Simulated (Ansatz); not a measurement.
Input and output of a relaxation of cell and atoms on ZnO in the h-MgO-type structure (Ansatz 0.2.0, PBEsol). The starting cell comes from a relaxation with PBE.

input.yaml:
```yaml
crystal:
  lattice:
    - [3.4443157165, 0.0, 0.0]
    - [-1.7221578583, 2.9828649092, 0.0]
    - [0.0, 0.0, 4.6180208387]
  atoms:
    - { symbol: Zn, position: [0.3333333333, 0.6666666667, 0.25] }
    - { symbol: Zn, position: [0.6666666667, 0.3333333333, 0.75] }
    - { symbol: O, position: [0.6666666667, 0.3333333333, 0.25] }
    - { symbol: O, position: [0.3333333333, 0.6666666667, 0.75] }
kpoints:
  mp_grid: { grid: [12, 12, 6] }
hamiltonian:
  xc: pbesol
scf:
  occupations: { method: fermi_dirac, width: 0.02 }
relax:
  f_tol: 0.005
  cell: {}
```

Run as `ansatz run input.yaml --threads 2 --pin off --max-ram 2211MiB --backend cpu --events-out ev --progress --plain --runs-dir out`.

Q: Predict the output.

A: Abridged output:
```
Functional definition: PBEsol
Crystal: 4 atoms, lattice volume = 47.445 Å³
Basis set: ecut = 420 eV, 939 PW (Γ)
Bands: 22, of which v1, the nominal top of the filled ones, is band 18 counted from 1 (17 counted from 0)
Symmetry: 24 space group operations
Space group: P63/mmc (ITA 194)
k-points: 76 of 864
SCF iter   1: HF=-7683.994549 eV  Δρ=1.53e-2  dr2=9.08e-2
SCF iter   2: HF=-7683.970911 eV  Δρ=2.07e-3  dr2=7.82e-4
SCF iter   3: HF=-7683.970900 eV  Δρ=1.01e-3  dr2=2.98e-4
SCF iter   4: HF=-7683.970934 eV  Δρ=7.43e-4  dr2=1.45e-4
SCF iter   5: HF=-7683.970874 eV  Δρ=1.44e-4  dr2=1.07e-5
SCF iter   6: HF=-7683.970861 eV  Δρ=2.09e-5  dr2=3.28e-7
SCF iter   7: HF=-7683.970861 eV  Δρ=7.79e-6  dr2=3.44e-8
SCF 1 converged in 7 iterations: F = -7683.970861 eV  dr2 = 3.44e-8
relax step 1: F+E_penalty+E_count = -7683.97086107 eV  P = -6.254 GPa  Ω = 47.445 Å³
SCF 2 converged in 6 iterations: F = -7684.011636 eV  dr2 = 2.16e-7
relax step 2: F+E_penalty+E_count = -7684.01163594 eV  P = -2.682 GPa  Ω = 46.186 Å³
SCF 3 converged in 6 iterations: F = -7684.023597 eV  dr2 = 1.21e-7
relax step 3: F+E_penalty+E_count = -7684.02359720 eV  P = +0.317 GPa  Ω = 45.232 Å³
SCF 4 converged in 3 iterations: F = -7684.023432 eV  dr2 = 2.94e-7
relax step 4: F+E_penalty+E_count = -7684.02343218 eV  P = +0.068 GPa  Ω = 45.296 Å³
SCF 5 converged in 4 iterations: F = -7684.023582 eV  dr2 = 5.04e-8
relax step 5: F+E_penalty+E_count = -7684.02358195 eV  P = +0.007 GPa  Ω = 45.283 Å³
SCF 6 converged in 8 iterations: F = -7684.015830 eV  dr2 = 2.40e-12
relax step 6: F+E_penalty+E_count = -7684.01583022 eV  P = -0.254 GPa  Ω = 45.283 Å³  (SCF on a basis re-selected at this cell)
SCF 7 converged in 4 iterations: F = -7684.016282 eV  dr2 = 1.41e-7
relax step 7: F+E_penalty+E_count = -7684.01628241 eV  P = -0.003 GPa  Ω = 45.200 Å³
SCF 8 converged in 7 iterations: F = -7684.015855 eV  dr2 = 8.31e-12
relax step 8: F+E_penalty+E_count = -7684.01585534 eV  P = -0.009 GPa  Ω = 45.200 Å³  (SCF on a basis re-selected at this cell)
Free energy (F): -7684.015855 eV
Fermi energy:    8.161661 eV
--- Per-component energies (eV) ---
  E_band       = 83.853760
  E_kinetic    = 611.337012
  E_local      = -3901.890173
  E_nonlocal   = 1339.391223
  E_hartree    = 1602.244497
  E_xc         = -415.153517
  E_vxc        = -289.772065
  E_paw        = -3896.035979
  E_vpaw       = -879.705242
  E_ewald      = -3025.578383
  E_core_change = 1.665286
--- Stress (GPa, compression-positive) ---
       -0.005861       0.000000       0.000000
        0.000000      -0.005861       0.000000
        0.000000       0.000000      -0.013817
  P = ⅓ Tr σ = -0.0085 GPa (-0.085 kbar)
--- Relaxed structure (6 steps of the walk, 6 accepted, 2 SCFs on fresh bases) ---
  F+E_penalty+E_count = -7684.01585534 eV
  cell:  # Å, volume = 45.1999 Å³
    - [3.409916, 0.000000, 0.000000]
    - [-1.704958, 2.953074, 0.000000]
    - [0.000000, 0.000000, 4.488688]
  atoms:
    - { symbol: Zn, position: [0.333333, 0.666667, 0.250000] }
    - { symbol: Zn, position: [0.666667, 0.333333, 0.750000] }
    - { symbol: O, position: [0.666667, 0.333333, 0.250000] }
    - { symbol: O, position: [0.333333, 0.666667, 0.750000] }
```
Only the leading digits can be foreseen; the rest is this run's record.

The walk took 6 steps and changed the volume by -4.7 %. The last SCF, on a fresh basis, lies 11.2 meV an atom below the first. At the end: space group P6_3/mmc (No. 194), hexagonal; a = 3.410 Å, c = 4.489 Å in the conventional setting, 11.30 Å³ an atom. Zn is surrounded by 5 O at 1.97–2.24 Å; O is surrounded by 5 Zn at 1.97–2.24 Å.

These are computed values for a spin-unpolarised cell that may be hypothetical; none is a measurement.
